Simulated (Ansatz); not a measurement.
# PbSe (Clausthalite) (Fm-3m) in Ansatz: further runs

The runs below take PbSe (Clausthalite) through phonons, band structure, with PBE, PBEsol.

Program: Ansatz 0.2.0. These are calculated values, not measurements. Logs are shortened: lines on timing, memory, paths and dates and some standing lists are left out, and cuts for length are marked.

**What was measured.**

From a printed reference work, monograph, for a bulk crystal of PbSe: band gap 0.15 eV (direct) at 4.2 K; band gap 0.28 eV (direct) at 300 K.

The runs below are set against these values where they give the same quantity.

**1. The structure**

Symmetry: Fm-3m, No. 225, cubic system. The conventional cell has a = 6.121 Å, b = 6.121 Å, c = 6.121 Å, α = 90.00°, β = 90.00°, γ = 90.00°. Around Pb (site symmetry m-3m) lie 6 Se at 3.06 Å. Se (site symmetry m-3m) is surrounded by 6 Pb at 3.06 Å.

**2. Phonons, PBE**

The input, input.yaml:

```yaml
crystal:
  lattice:
    - [0.0, 3.06065, 3.06065]
    - [3.06065, 0.0, 3.06065]
    - [3.06065, 3.06065, 0.0]
  atoms:
    - { symbol: Pb, position: [0.0, 0.0, 0.0] }
    - { symbol: Se, position: [0.5, 0.5, 0.5] }
kpoints:
  mp_grid: { grid: [6, 6, 6] }
scf:
  occupations: { method: fermi_dirac, width: 0.05 }
hamiltonian:
  xc: pbe
  pseudopotentials: { kind: all_electron, lapw: { basis_error: 0.001 } }
output: {}
phonons:
  method: fd
  supercell: [1, 1, 1]
```

Potentials or basis: all-electron LAPW, scalar-relativistic.

Command:

```
ansatz run input.yaml --threads 1 --pin off --max-ram 3072MiB --backend cpu --events-out ev --progress --plain --runs-dir out
```

The log of the run:

```text
Warning: RAYON_NUM_THREADS=1 ignored (pool sized by the plan → 1); use --threads N
LAPW: plane waves up to 7.310 Å⁻¹, error target 1.0e-3 eV per atom; small_component_spin mean_spin; Se in spheres of 1.400 Å, 24 of its electrons in bands, Dirac shells []; Pb in spheres of 1.569 Å, 36 of its electrons in bands, Dirac shells [] (how accurate: hamiltonian.pseudopotentials.lapw.basis_error, Limitations)
Engine: ansatz 0.2.0, aarch64-unknown-linux-gnu
Pseudopotentials: kind: all_electron
Pseudopotential: Pb, LAPW, valence charge 36, lapw/all_electron/scalar/gaussian/Pb, Koelling and Harmon's equation, gaussian nucleus
Pseudopotential: Se, LAPW, valence charge 24, lapw/all_electron/scalar/gaussian/Se, Koelling and Harmon's equation, gaussian nucleus
Functional definition: PBE
  parameter kappa = 0.804
  parameter beta = 0.06672455060314922
  exchange = pbe_x(kappa = kappa, mu = beta*pi^2/3)
  correlation = pbe_c(beta = beta)
Crystal: 2 atoms, lattice volume = 57.342 Å³
Basis set: ecut = 203.58027236390714 eV, 339 PW (Γ), exchange–correlation at level 2
Bands: 36, of which v1, the nominal top of the filled ones, is band 30 counted from 1 (29 counted from 0)
Symmetry: 48 space group operations
k-points: 16 of 216
Non-local potential: Pb, projectors of the file, none
Non-local potential: Se, projectors of the file, none
Initial density: superposition of atomic densities (chi_scale 0.1, normalization cell, long waves kept (reshape's long-wave potential 0.00 eV rms))
Initial wavefunctions: plane waves of lowest kinetic energy (no species holds an atomic orbital)
Functional: x = pbe(κ = 0.804, μ = 0.2195149727645171), c = pbe(β = 0.06672455060314922)
iter 1 solved again at ethr=1.48e-3 eV; its pass at ethr=1.00e-1 eV (dr2=8.86e-1 eV) is discarded
SCF iter   1: F=—  HF=-634193.661780 eV  |F-HF|=—  |Δ(HF+E_count)|=         —  Δρ=2.51e-2  dr2=8.86e-1  ethr=1.48e-3  ⟨swp⟩=2.0  Hψ=3539  notcnv=0
preconditioner: auto → none  [insulator: Δε(μ)=0.591 eV  Ē_g=16.889 eV  σ=0.050 eV  W_gap=0.99  n_scr=14 (ndim 8)  ℏωp=21.9 eV  f_vac=0.120  D(μ)=0.00/eV (n_scr^D=0)  ε∞_Penn≈2.7]
iter 2 solved again at ethr=3.78e-5 eV; its pass at ethr=1.48e-3 eV (dr2=2.27e-2 eV) is discarded
SCF iter   2: F=—  HF=-634193.407554 eV  |F-HF|=—  |Δ(HF+E_count)|=   2.54e-1  Δρ=5.87e-3  dr2=2.27e-2  ethr=3.78e-5  ⟨swp⟩=2.0  Hψ=2999  notcnv=0
SCF iter   3: F=—  HF=-634193.374607 eV  |F-HF|=—  |Δ(HF+E_count)|=   3.29e-2  Δρ=3.36e-3  dr2=1.11e-2  ethr=3.78e-5  ⟨swp⟩=2.6  Hψ=1816  notcnv=0
SCF iter   4: F=—  HF=-634193.376346 eV  |F-HF|=—  |Δ(HF+E_count)|=   1.74e-3  Δρ=8.85e-4  dr2=5.83e-4  ethr=1.85e-5  ⟨swp⟩=2.0  Hψ=1710  notcnv=0
SCF iter   5: F=—  HF=-634193.376590 eV  |F-HF|=—  |Δ(HF+E_count)|=   2.43e-4  Δρ=1.18e-4  dr2=8.13e-6  ethr=9.72e-7  ⟨swp⟩=2.7  Hψ=1728  notcnv=0
SCF iter   6: F=—  HF=-634193.376602 eV  |F-HF|=—  |Δ(HF+E_count)|=   1.21e-5  Δρ=2.00e-5  dr2=3.64e-7  ethr=1.36e-8  ⟨swp⟩=3.0  Hψ=1782  notcnv=0
SCF iter   7: F=—  HF=-634193.376602 eV  |F-HF|=—  |Δ(HF+E_count)|=   2.55e-7  Δρ=6.54e-6  dr2=4.43e-8  ethr=6.06e-10  ⟨swp⟩=3.0  Hψ=1757  notcnv=0
SCF iter   8: F=—  HF=-634193.376602 eV  |F-HF|=—  |Δ(HF+E_count)|=   1.09e-8  Δρ=1.92e-6  dr2=1.55e-9  ethr=7.38e-11  ⟨swp⟩=2.8  Hψ=1736  notcnv=0
SCF iter   9: F=-634193.376602 eV  HF=-634193.376602 eV  |F-HF|=1.16e-10  |Δ(HF+E_count)|=   7.10e-9  Δρ=3.65e-7  dr2=1.11e-10  ethr=4.96e-12 (applied; sched 2.58e-12)  ⟨swp⟩=3.0  Hψ=1791  notcnv=0
SCF 1 converged in 9 iterations: F = -634193.376602 eV  dr2 = 1.11e-10
Symmetry: 8 space group operations
k-points: 30 of 216 (time reversal used)
Initial density: handed on by an earlier stage of this run
Initial wavefunctions: plane waves of lowest kinetic energy (no species holds an atomic orbital; no wavefunctions were taken with the density)
iter 1 solved again at ethr=3.64e-8 eV; its pass at ethr=1.00e-1 eV (dr2=2.18e-5 eV) is discarded
SCF iter   1: F=—  HF=-634193.376586 eV  |F-HF|=—  |Δ(HF+E_count)|=         —  Δρ=1.74e-4  dr2=2.05e-5  ethr=3.64e-8  ⟨swp⟩=5.4  Hψ=8981  notcnv=0
preconditioner: auto → none  [insulator: Δε(μ)=0.288 eV  Ē_g=17.141 eV  σ=0.050 eV  W_gap=0.89  n_scr=14 (ndim 8)  ℏωp=21.9 eV  f_vac=0.161  D(μ)=0.07/eV (n_scr^D=0)  ε∞_Penn≈2.6]
SCF iter   2: F=—  HF=-634193.376583 eV  |F-HF|=—  |Δ(HF+E_count)|=   2.41e-6  Δρ=6.95e-5  dr2=2.25e-6  ethr=3.41e-8  ⟨swp⟩=2.0  Hψ=3208  notcnv=0
iter 3 solved again at ethr=3.65e-10 eV; its pass at ethr=3.76e-9 eV (dr2=2.19e-7 eV) is discarded
SCF iter   3: F=—  HF=-634193.376585 eV  |F-HF|=—  |Δ(HF+E_count)|=   1.62e-6  Δρ=2.24e-5  dr2=2.19e-7  ethr=3.65e-10  ⟨swp⟩=2.0  Hψ=5436  notcnv=0
SCF iter   4: F=—  HF=-634193.376585 eV  |F-HF|=—  |Δ(HF+E_count)|=   2.32e-7  Δρ=3.98e-6  dr2=1.77e-8  ethr=3.65e-10  ⟨swp⟩=3.0  Hψ=3291  notcnv=0
SCF iter   5: F=-634193.376585 eV  HF=-634193.376585 eV  |F-HF|=2.33e-10  |Δ(HF+E_count)|=   6.17e-9  Δρ=6.85e-7  dr2=2.40e-10  ethr=2.95e-11  ⟨swp⟩=2.1  Hψ=3211  notcnv=0
SCF 2 converged in 5 iterations: F = -634193.376585 eV  dr2 = 2.40e-10
iter 1 solved again at ethr=1.50e-7 eV; its pass at ethr=1.00e-1 eV (dr2=9.00e-5 eV) is discarded
SCF iter   1: F=—  HF=-634193.376609 eV  |F-HF|=—  |Δ(HF+E_count)|=         —  Δρ=2.75e-4  dr2=8.86e-5  ethr=1.50e-7  ⟨swp⟩=4.9  Hψ=8604  notcnv=0
preconditioner: auto → none  [insulator: Δε(μ)=0.288 eV  Ē_g=17.141 eV  σ=0.050 eV  W_gap=0.89  n_scr=14 (ndim 8)  ℏωp=21.9 eV  f_vac=0.164  D(μ)=0.07/eV (n_scr^D=0)  ε∞_Penn≈2.6]
iter 2 solved again at ethr=7.27e-9 eV; its pass at ethr=1.48e-7 eV (dr2=4.36e-6 eV) is discarded
SCF iter   2: F=—  HF=-634193.376584 eV  |F-HF|=—  |Δ(HF+E_count)|=   2.53e-5  Δρ=9.40e-5  dr2=4.36e-6  ethr=7.27e-9  ⟨swp⟩=2.0  Hψ=5429  notcnv=0
SCF iter   3: F=—  HF=-634193.376585 eV  |F-HF|=—  |Δ(HF+E_count)|=   7.81e-7  Δρ=3.65e-5  dr2=7.49e-7  ethr=7.26e-9  ⟨swp⟩=2.0  Hψ=3208  notcnv=0
SCF iter   4: F=—  HF=-634193.376585 eV  |F-HF|=—  |Δ(HF+E_count)|=   3.17e-7  Δρ=8.15e-6  dr2=4.24e-8  ethr=1.25e-9  ⟨swp⟩=2.0  Hψ=3208  notcnv=0
SCF iter   5: F=—  HF=-634193.376585 eV  |F-HF|=—  |Δ(HF+E_count)|=   6.75e-9  Δρ=1.26e-6  dr2=6.12e-10  ethr=7.06e-11  ⟨swp⟩=2.6  Hψ=3233  notcnv=0
SCF iter   6: F=-634193.376585 eV  HF=-634193.376585 eV  |F-HF|=2.33e-10  |Δ(HF+E_count)|=  6.98e-10  Δρ=5.01e-7  dr2=3.17e-10  ethr=4.91e-12 (applied; sched 1.02e-12)  ⟨swp⟩=3.0  Hψ=3302  notcnv=0
SCF 3 converged in 6 iterations: F = -634193.376585 eV  dr2 = 3.17e-10
SCF converged after 9 iterations
Free energy (F): -634193.376602 eV
Harris-Foulkes:  -634193.376602 eV  (|F-HF|=1.16e-10)
Internal energy: -634193.375824 eV  (E = F + TS)
E sigma→0 (E₀):  -634193.376213 eV
Entropy (-TS):   -0.000778 eV (-0.389 meV/atom)
Fermi energy:    11.905116 eV
--- Per-component energies (eV) ---
  E_band       = -3854.135006
  E_kinetic    = 722667.248553
  E_xc         = -12976.416440
  E_electrostatic = -1343884.207937  (all electrons and nuclei)
  E_smearing   = -0.000778  (= −TS)
  E_closure    = 0.000000  (closes the sum)
  E_atoms      = -634185.215359  (free atoms, spherical and without spin; not in F)
  Σ components = -634193.376602   (vs F -634193.376602, Δ=0.00e0)
  Basis errors (estimates in eV, not in F): energy 3.6e-4 per atom: plane waves 3.4e-4 (1.9e-4 summed), levels above the bands 7.9e-72, relativity 7.2e-8, radial functions 1.4e-5, core shells 4.1e-8; eigenvalues (radial functions only) 2.1e-6; not estimated: angular momenta, meshes, grids; target (lapw.basis_error) 1.0e-3; muffin-tin radii Se 1.400 Å, Pb 1.569 Å
--- Forces (eV/Å), atoms counted from 1 ---
  atom   1  Pb     0.00000000    -0.00000000    -0.00000000
  atom   2  Se     0.00000000    -0.00000000    -0.00000000
  max |Σ_I F_I| component: 2.40e-30 eV/Å
--- Band table (eV; the first three rows and the last of 16) ---
  k-point 0: bands = ["-195.7953", "-135.2619", "-135.2619", "-135.2619", "-127.7344", "-116.7625", "-116.7601", "-116.7601", "-116.7601", "-116.7581", "-116.7581", "-116.7581", "-69.5791", "-69.5791", "-69.5791", "-35.4764", "-35.4764", "-35.4742", "-35.4742", "-35.4742", "-5.0877", "-5.0877", "-5.0877", "-5.0841", "-5.0841", "-1.8417", "5.4618", "9.8740", "9.8740", "9.8740", "16.4707", "16.4707", "16.4707", "18.2790", "18.2790", "18.2790"]
  k-point 1: bands = ["-195.7953", "-135.2619", "-135.2619", "-135.2619", "-127.7344", "-116.7625", "-116.7601", "-116.7601", "-116.7601", "-116.7581", "-116.7581", "-116.7581", "-69.5791", "-69.5791", "-69.5791", "-35.4764", "-35.4764", "-35.4742", "-35.4741", "-35.4741", "-5.0910", "-5.0910", "-5.0867", "-5.0787", "-5.0787", "-1.6351", "4.8034", "9.9468", "9.9468", "10.3276", "14.8908", "15.4193", "15.4193", "18.0811", "18.8582", "18.8582"]
  k-point 2: bands = ["-195.7953", "-135.2619", "-135.2619", "-135.2619", "-127.7344", "-116.7625", "-116.7601", "-116.7601", "-116.7601", "-116.7581", "-116.7581", "-116.7581", "-69.5792", "-69.5791", "-69.5791", "-35.4764", "-35.4764", "-35.4741", "-35.4741", "-35.4741", "-5.1032", "-5.1032", "-5.0853", "-5.0624", "-5.0624", "-1.1230", "3.5961", "10.1433", "10.1433", "11.0861", "13.1020", "14.0393", "14.0393", "18.8478", "20.3145", "20.3145"]
  k-point 15: bands = ["-195.7953", "-135.2619", "-135.2619", "-135.2619", "-127.7344", "-116.7625", "-116.7601", "-116.7601", "-116.7601", "-116.7581", "-116.7581", "-116.7581", "-69.5792", "-69.5792", "-69.5791", "-35.4764", "-35.4764", "-35.4742", "-35.4741", "-35.4741", "-5.1861", "-5.0908", "-5.0785", "-5.0594", "-5.0430", "-0.3885", "3.8893", "7.1279", "7.9790", "10.1212", "14.7129", "16.1335", "17.2449", "18.3134", "21.0150", "23.4486"]
--- Phonons: 2 displaced members + reference (amplitude 0.01 Å, Σ member SCF iterations 11) ---
  symmetry images taken by strict's conditions (phonons.symmetry_images: auto; settled by no image being taken that strict refuses)
  ASR residual: 8.398e-4 → 0.000e0 eV/Å²; symmetrization residual: 3.920e-4 eV/Å²
  largest component of a force at the reference: 1.8e-30 eV/Å
  ASR residual per site (eV/Å²): 8.40e-4 1.96e-4
  Γ frequencies (cm⁻¹): 0.00 0.00 0.00 39.53 39.53 39.53
  density of states and harmonic sums: on the 17×17×17 q-mesh, interpolated from the force constants of a 1×1×1 supercell (no non-analytic term)
  largest difference from the sums on the solved wave vectors: F 9.80e-1 eV, S 1.24e-3 and C_V 2.58e-4 eV/K
  zero-point energy: 0.009876 eV/cell   skipped modes (ω ≤ 0): 3   left out of the sums: 1.02e-4 of the cell's modes: C_V's classical limit lies that fraction below 3 k_B per atom; for a crystal, a wire or a layer, F and S can be off by more, and a phonons.interpolated_qmesh denser along its periods is the remedy for the sampling
```

It took 35 s on 1 thread of Arm Neoverse V1, shared host; peak memory 0.31 GiB.

What came out:

```yaml
Free_energy: -634193.3766 eV
Band_gap_on_the_k_mesh: 0.29 eV, direct
Highest_phonon_frequency_at_Γ_LO-TO_splitting_left_out: 40 cm⁻¹
```

Phonon frequencies in cm⁻¹ (negative: imaginary):
```csv
q point,frequencies
"(0.000, 0.000, 0.000)",0 0 0 40 40 40
```

Caveat: spin-orbit coupling is left out, which as a rule narrows the gap of such compounds by several tenths of an eV.

[end of part 1 of 2]
